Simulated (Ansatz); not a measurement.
Bi2Se3 (Paraguanajuatite):

```
CELL_PARAMETERS angstrom
2.07150 1.19598 9.54533
-2.07150 1.19598 9.54533
0.00000 -2.39196 9.54533
ATOMIC_POSITIONS crystal
Bi 0.59920 0.59920 0.59920
Bi 0.40080 0.40080 0.40080
Se 0.78830 0.78830 0.78830
Se 0.21170 0.21170 0.21170
Se 0.00000 0.00000 0.00000
```

- Program: Ansatz 0.2.0
- Task: relaxation of cell and atoms
- Functional: PBE
- Potentials or basis: Ansatz PAW
- Cutoff: 420 eV (not typed: the program's choice for these potentials)
- k mesh: 8 × 8 × 8
- Occupations: fermi-dirac, width 0.05 eV
- Spin: no spin polarisation

At the start: volume 28.38 Å³/atom.

Q: Where does the relaxation end?

A: It ends after 9 steps and the volume is 31.62 Å³/atom (+11.4 %); space group R-3m (No. 166, to 0.05 Å).

The path:
| step | energy change (eV) | largest force (eV/Å) | volume (Å³) |
| --- | --- | --- | --- |
| 1 | 0.0000 | 0.1594 | 141.89 |
| 2 | -0.0284 | 0.3660 | 153.79 |
| 3 | -0.0641 | 0.0370 | 151.43 |
| 4 | -0.0682 | 0.0687 | 151.95 |
| 5 | -0.0761 | 0.0123 | 154.52 |
| 6 | -0.0775 | 0.0010 | 156.57 |
| 7 | -0.0777 | 0.0010 | 157.80 |
| 8 | -0.0777 | 0.0001 | 158.11 |
| 9 | -0.0798 | 0.0006 | 158.11 |

Final structure:
```
CELL_PARAMETERS angstrom
2.09530 1.20972 10.39652
-2.09530 1.20972 10.39652
0.00000 -2.41944 10.39652
ATOMIC_POSITIONS crystal
Bi 0.60415 0.60415 0.60415
Bi 0.39585 0.39585 0.39585
Se 0.77928 0.77928 0.77928
Se 0.22072 0.22072 0.22072
Se 0.00000 0.00000 0.00000
```

Caveat: the plane-wave basis is chosen anew once the cell has moved, so the energies of steps on either side of that aren't comparable.
